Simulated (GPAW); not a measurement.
# Quasiparticle gap of RbH (honeycomb monolayer) in GPAW

How does a plane-wave GW calculation on RbH (honeycomb monolayer) run from the first input to the gap?

Program: GPAW 26.7.0. Level of theory: LDA and many-body steps on it, plane waves. Results are calculated unless marked as measured.

### Step 1. The structure

The cell holds 2 atoms: 1 Rb and 1 H. Its edges and angles: a = 3.888 Å, b = 3.888 Å, c = 11.400 Å, α = 90.0°, β = 90.0°, γ = 120.0°. Vacuum lies along c.

Coordinates:

```
Rb H
1.0
     3.88811    0.00000    0.00000
    -1.94405    3.36720    0.00000
     0.00000    0.00000   11.40000
Rb H
1 1
Cartesian
  0.0000 2.2448 5.5000
  1.9441 1.1224 5.9000
```

The start is a generated structure, not a measured one.

### Step 2. Relaxation

This step: GPAW 26.7.0; DFT, LDA, plane waves, PAW.

A relaxation at this level of theory: leftover forces would pass straight into the levels.

run.py

```python
import json
import numpy as np
from gpaw.mpi import world
from ase import Atoms
from ase.constraints import FixSymmetry
from ase.filters import FrechetCellFilter
from ase.optimize import BFGS
from gpaw import GPAW, PW, FermiDirac

atoms = Atoms(['Rb', 'H'],
    cell=[[3.8881063018, 0.0000000000, 0.0000000000],
      [-1.9440531509, 3.3671988300, 0.0000000000],
      [0.0000000000, 0.0000000000, 11.4000000000]],
    scaled_positions=[[0.3333333333, 0.6666666667, 0.4824561404],
      [0.6666666667, 0.3333333333, 0.5175438596]],
    pbc=(True, True, False))
atoms.set_constraint(FixSymmetry(atoms))
atoms.calc = GPAW(mode=PW(700),
    xc='LDA',
    kpts={'size': (9, 9, 1), 'gamma': True},
    occupations=FermiDirac(0.02),
    convergence={'density': 1e-5},
    txt='relax.txt')
steps = []
opt = BFGS(FrechetCellFilter(atoms, mask=[1, 1, 0, 0, 0, 1]), logfile='bfgs.log')
opt.attach(lambda: steps.append([atoms.get_potential_energy(), atoms.cell[:], atoms.positions.copy(), atoms.get_forces()]))
converged = opt.run(fmax=0.03, steps=50)
res = {'converged': bool(converged), 'steps': steps, 'cell': atoms.cell[:], 'frac': atoms.get_scaled_positions()}

if world.rank == 0:
    with open('result.json', 'w') as f:
        json.dump(res, f, default=lambda x: x.tolist())
```

Started as:

```bash
> mpirun -n 4 gpaw python run.py
```

The log of the run:

```text
Step     Time          Energy          fmax
BFGS:    0        -3.919614        1.755622
BFGS:    1        -4.005190        1.575434
BFGS:    2        -4.388833        0.399170
[...]
BFGS:    9        -4.473637        0.115688
BFGS:   10        -4.477041        0.017298
```

Elapsed: 34 s, on 4 MPI ranks of Arm Neoverse V2, shared host; peak memory 1.1 GiB; 2.3 min of CPU time.

Relaxation path:

```
step  energy less that of the first step (eV)  largest force (eV/Å)
   1                                   0.0000                0.2584
   2                                  -0.0856                0.1958
   3                                  -0.4692                0.1500
   4                                  -0.5011                0.2103
   5                                  -0.5056                0.2243
   6                                  -0.5081                0.2252
   7                                  -0.5157                0.2112
   8                                  -0.5271                0.1688
   9                                  -0.5421                0.0926
  10                                  -0.5540                0.0228
  11                                  -0.5574                0.0013
```

The atoms that moved most (Å):

```
atom     dx     dy      dz  length
 Rb1  0.000  0.000   0.201   0.201
  H2  0.000  0.000  -0.201   0.201
```

The relaxed structure:

```
Rb H
1.0
     4.61204    0.00000    0.00000
    -2.30602    3.99415    0.00000
     0.00000    0.00000   11.40000
Rb H
1 1
Direct
  0.33333 0.66667 0.50012
  0.66667 0.33333 0.49989
```

### Step 3. Ground state

The ground-state density comes first.

run.py

```python
import json
import numpy as np
from gpaw.mpi import world
from ase import Atoms
from gpaw import GPAW, PW, FermiDirac

atoms = Atoms(['Rb', 'H'],
    cell=[[4.6120434899, 0.0000000000, 0.0000000000],
      [-2.3060217449, 3.9941468256, 0.0000000000],
      [0.0000000000, 0.0000000000, 11.4000000000]],
    scaled_positions=[[0.3333333333, 0.6666666667, 0.5001153387],
      [0.6666666667, 0.3333333333, 0.4998880053]],
    pbc=(True, True, False))
calc = GPAW(mode=PW(600),
    xc='LDA',
    kpts={'size': (9, 9, 1), 'gamma': True},
    occupations=FermiDirac(0.001),
    nbands=-7,
    convergence={'density': 1e-6, 'bands': -3},
    maxiter=100,
    txt='gs.txt')
atoms.calc = calc
res = {'energy': atoms.get_potential_energy()}
kpts = calc.get_ibz_k_points()
res['kpts'] = kpts
res['eigenvalues'] = [calc.get_eigenvalues(kpt=k) for k in range(len(kpts))]
res['n_electrons'] = calc.get_number_of_electrons()
calc.write('gs.gpw')

if world.rank == 0:
    with open('result.json', 'w') as f:
        json.dump(res, f, default=lambda x: x.tolist())
```

Started as:

```bash
> mpirun -n 4 gpaw python run.py
```

The log of the run:

```text
__  _  _
 | _ |_)|_||  |
 |__||  | ||/\| - 26.7.0

Input parameters:
  mode=PW(ecut=600.0),
  convergence={'density': 1e-06, 'bands': -3},
  kpts=MonkhorstPack(size=(9, 9, 1), gamma=True),
  maxiter=100,
  nbands=-7,
  occupations=Occupations(name='fermi-dirac', width=0.001, fixmagmom=False),
  xc=XC(name='LDA')
  [... matrices ...]
Diagonalizing LCAO Hamiltonian
Converting LCAO to pw mode

        Rb  H

Atoms  # Å, Bohr magnetons
|   | symbol |         x |        y |        z |    initial magnetic moments |
| 0 |     Rb | -0.000000 | 2.662765 | 5.701315 | ( 0.0000,  0.0000,  0.0000) |
| 1 |      H |  2.306022 | 1.331382 | 5.698723 | ( 0.0000,  0.0000,  0.0000) |

Unit cell  # Å
| periodic |         x |        y |         z |   lengths |     angles |
|      yes |  4.612043 | 0.000000 |  0.000000 |  4.612043 |  90.000000 |
|      yes | -2.306022 | 3.994147 |  0.000000 |  4.612043 |  90.000000 |
|       no |  0.000000 | 0.000000 | 11.400000 | 11.400000 | 120.000000 |

Number of symmetries: 6
Symmetry operations  # r_c * U_cc + t_c -> r_c
|   | kind |            matrix            |
| 0 |  σ   |  1, 1, 0,  0,-1, 0,  0, 0, 1 |
| 1 |  E   |  1, 0, 0,  0, 1, 0,  0, 0, 1 |
| 2 |  C3  |  0, 1, 0, -1,-1, 0,  0, 0, 1 |
| 3 |  σ   |  0,-1, 0, -1, 0, 0,  0, 0, 1 |
| 4 |  σ   | -1, 0, 0,  1, 1, 0,  0, 0, 1 |
| 5 |  C3  | -1,-1, 0,  1, 0, 0,  0, 0, 1 |

BZ-sampling:
  Number of BZ points: 81
  Number of IBZ points: 12

  Monkhorst-Pack size: [9, 9, 1]
  Monkhorst-Pack shift: [0, 0, 0]

K-points  # in reciprocal-cell coordinates
|     |                                coordinates |     weight |
|   0 | (  0.00000000,   0.00000000,   0.00000000) | 0.01234568 |
|   1 | (  0.11111111,   0.00000000,   0.00000000) | 0.07407407 |
|   2 | (  0.22222222,  -0.11111111,   0.00000000) | 0.07407407 |
|   3 | (  0.22222222,   0.00000000,   0.00000000) | 0.07407407 |
|   4 | (  0.33333333,  -0.11111111,   0.00000000) | 0.14814815 |
|   5 | (  0.33333333,   0.00000000,   0.00000000) | 0.07407407 |
|   6 | (  0.33333333,   0.33333333,   0.00000000) | 0.02469136 |
|   7 | (  0.44444444,  -0.22222222,   0.00000000) | 0.07407407 |
|   8 | (  0.44444444,  -0.11111111,   0.00000000) | 0.14814815 |
|   9 | (  0.44444444,   0.00000000,   0.00000000) | 0.07407407 |
| ... |                                            |            |
|  11 | (  0.44444444,   0.44444444,   0.00000000) | 0.07407407 |

Plane wave coefficients: 7027
Cutoff: 600.0 eV

Spin-components: 1 (collinear spins)
Bands:           12
Projectors:      8
Spin-degeneracy: 2
Datatype:        complex128

  Storage: CPU
  Wave functions: 16_180_992 bytes (4_045_248 per core)
  Projectors: 25_619_904 bytes (6_404_976 per core)
  [... matrices ...]
Parallelization:
  kpt:    4
  domain: 1
  band:   1

Density:
  Valence electrons: 10.0
  Components: 1
  Grid points: [27 27 70]
  Charge: 0.0  # |e|

Potential:
  Grid points: [27 27 70]

species:
  Rb:
    name:    Rubidium
    Z:       37.0
    valence: 9
    core:    28
    charge:  0.0  # [|e|]
    compensation charges:
      type: gauss
      rc: 0.38  # [Å]
      lmax: 2
    cutoffs:
      filter: 2.43  # [Å]
      core: 1.99  # [Å]
    projectors
    | kind |    occ | energy [eV] | rcut [Å] |
    |   4s |  2.000 |     -31.956 |    1.376 |
    |   5s |  1.000 |      -2.362 |    1.376 |
    |   4p |  6.000 |     -16.035 |    1.270 |
    |    p |        |      11.177 |    1.270 |
    |    d |        |       0.000 |    1.217 |

    Using partial waves for Rb as LCAO basis

  H:
    name:    Hydrogen
    Z:       1.0
    valence: 1
    core:    0
    charge:  0.0  # [|e|]
    compensation charges:
      type: gauss
      rc: 0.15  # [Å]
      lmax: 2
    cutoffs:
      filter: 0.85  # [Å]
      core: 0.53  # [Å]
    projectors
    | kind |    occ | energy [eV] | rcut [Å] |
    |   1s |  1.000 |      -6.353 |    0.476 |
    |    s |        |      20.858 |    0.476 |
    |    p |        |       0.000 |    0.476 |

    Using partial waves for H as LCAO basis

Reference energy: -81018.885669  # eV

eigensolver:
  PPCG
  Converge bands: -3
  niter=2

density mixing:
  MSR1-Mixer
  Pratt-step length: 0.05
  Maximum mixing coefficient: 0.75
  Old densities: 10
  SVD Regularization: 0.005
  Good broyden scale: 1.0
  Trust region scale: 1.0
  Backstep threshold: 4.0
  History deletion threshold: 6.0
  Fourier metric: weight=20.0, sigma=0.015

occupation numbers:
  Fermi-Dirac:
    width: 0.0010  # eV

poisson solver:
  ecut: 4800.0  # eV

xc functional:
  name: None

Initialization done in: 0.579 s

convergence criteria:
- Maximum integral of absolute [dens]ity change: 1e-06 electrons / valence electron
- Maximum [total energy] change in last 3 cyles: 0.0005 eV / valence electron
- Maximum integral of absolute [eigenst]ate change: 4e-08 eV^2 / valence electron
maximum number of iterations: 100

SCF iterations
|iter     |     time |      energy | eigst |  dens |
|iter:   1|  |   -5.626648 | +2.03 |       |
|iter:   2|  |   -5.434867 | +0.55 | -0.87 |
|iter:   3|  |   -4.465711 | -0.32 | -0.91 |
|iter:   4|  |   -4.469980 | -0.81 | -1.56 |
|iter:   5|  |   -4.472841 | -1.55 | -1.84 |
|iter:   6|  |   -4.472858c| -2.73 | -2.81 |
|iter:   7|  |   -4.472859c| -3.56 | -3.65 |
|iter:   8|  |   -4.472859c| -3.95 | -4.43 |
|iter:   9|  |   -4.472859c| -4.54 | -5.09 |
|iter:  10|  |   -4.472859c| -5.66 | -5.60 |
|iter:  11|  |   -4.472859c| -6.79 | -6.26c|
|iter:  12|  |   -4.472859c| -7.53c| -6.74c|

Converged in 12 steps
SCF loop duration: 4.324 s (0.360 s/step)
Energy contributions relative to reference atoms: (reference = -81018.885669)
  [... matrices ...]
Energy contributions:
  Kinetic:           4.851953
  Coulomb:          -4.365942
  Zero:             -0.033395
  External:          0.000000
  Xc:               -4.925474
  Entropy:          -0.000000
  Spinorbit:         0.000000
  ----------------------------
  Free energy:      -4.472859
  Extrapolated:     -4.472859

dipole moment: (-2.209460, 1.275633, 0.001356)  # |e|*Ang

Fermi level: -1.983
Eigenvalues  # (at kpt = [0.000, 0.000, 0.000])
| band index |      eig [eV] | occ [0-2] |
|          0 |       -28.819 |     2.000 |
|          1 |       -13.104 |     2.000 |
|          2 |       -12.795 |     2.000 |
|          3 |       -12.795 |     2.000 |
|          4 |        -3.674 |     2.000 |
|          5 |         0.383 |     0.000 |
|          6 |         0.517 |     0.000 |
|          7 |         2.217 |     0.000 |
|          8 |         3.589 |     0.000 |
|          9 |         3.589 |     0.000 |
|         10 |         4.149 |     0.000 |
|         11 |         4.357 |     0.000 |

Gap: 2.891 eV
Transition (v -> c):
  (s=0, k=6, n=4, [0.33, 0.33, 0.00]) -> (s=0, k=0, n=5, [0.00, 0.00, 0.00])
Direct/indirect transitions are different
Direct gap: 3.662 eV
Transition at: (s=0, k=9, n=4, [0.44, 0.00, 0.00])
vacuum-level: 1.183  # V
# Writing to gs.gpw (mode='')
  [... matrices ...]
```

The job ended after 6.4 s (4 MPI ranks; peak memory 0.84 GiB).

This step gave:

| Quantity | Value |
| --- | --- |
| total energy | -4.473 eV |
| gap | 2.891 eV |
| k of the valence top | 0.3333, 0.3333, 0 |
| k of the conduction bottom | 0, 0, 0 |
| least direct gap | 3.662 eV |

The gap is indirect, with the least direct gap 0.77 eV higher.

### Step 4. Empty states on the mesh, 9×9×1 mesh, 351 bands

The sums over transitions need many empty states on a uniform mesh; this step solves for them.

run.py

```python
import json
import numpy as np
from gpaw.mpi import world
from gpaw import GPAW

calc = GPAW('gs.gpw').fixed_density(kpts={'size': (9, 9, 1), 'gamma': True},
    nbands=409,
    convergence={'bands': 351},
    txt='nscf.txt')
calc.write('full.gpw', mode='all')
res = {}
kpts = calc.get_ibz_k_points()
res['kpts'] = kpts
res['eigenvalues'] = [calc.get_eigenvalues(kpt=k) for k in range(len(kpts))]
res['n_electrons'] = calc.get_number_of_electrons()

if world.rank == 0:
    with open('result.json', 'w') as f:
        json.dump(res, f, default=lambda x: x.tolist())
```

Started as:

```bash
> mpirun -n 4 gpaw python run.py
```

The log of the run:

```text
Diagonalizing LCAO Hamiltonian
Converting LCAO to pw mode
convergence criteria:
- Maximum integral of absolute [eigenst]ate change: 4e-08 eV^2 / valence electron
maximum number of iterations: 100

SCF iterations
|iter     |     time |      energy | eigst |  dens |
|iter:   1|  |             | +5.19 |       |
|iter:   2|  |             | +3.98 |       |
|iter:   3|  |             | +2.85 |       |
[...]
|iter:  16|  |             | -6.82 |       |
|iter:  17|  |             | -7.12 |       |
|iter:  18|  |             | -7.40c|       |
SCF steps: 18
  __  _  _
 | _ |_)|_||  |
 |__||  | ||/\| - 26.7.0

Input parameters:
  mode=PW(ecut=600.0),
  convergence={'bands': 351},
  gpts=array([27, 27, 70]),
  kpts=MonkhorstPack(size=(9, 9, 1), gamma=True),
  maxiter=100,
  nbands=409,
  occupations=Occupations(name='fermi-dirac', width=0.001, fixmagmom=False),
  parallel={},
  xc=XC(name='LDA')
# Writing to full.gpw (mode='all')
  [... matrices ...]

timing:  # [seconds]
  Total: 0.158  # ━━━━━━━━━━━━━━━━━━━━━━━━━━━━━━━━━━━━━━━━━━━━━━━━━━━━━━━━━━━
```

Elapsed: 6.5 min, on 4 MPI ranks; peak memory 1.9 GiB; 26 min of CPU time.

Numbers from this step:

* gap: 2.891 eV
* k of the valence top: 0.3333, 0.3333, 0
* k of the conduction bottom: 0, 0, 0
* least direct gap: 3.662 eV
* k points computed: 12
* lowest point of the top converged band, above the valence top: 79.9167 eV

On this mesh the gap is 2.891 eV.

[end of part 1 of 2]

[Paths, hosts, dates, memory and timing lines, banners, echoed tables and standing remarks are left out of the program output.]

[Logs are printed without paths, hosts, clocks, repeated set-up lines and the standing remarks that a program may print on its own settings, such as how far it seeks lower states.]

[Runs of the session that timed out or met a known fault of the program may be left out.]

[Hosts, paths, dates, database ids (printed as entryN), source tags and the programs' standing remarks are cut or masked in the printed files.]
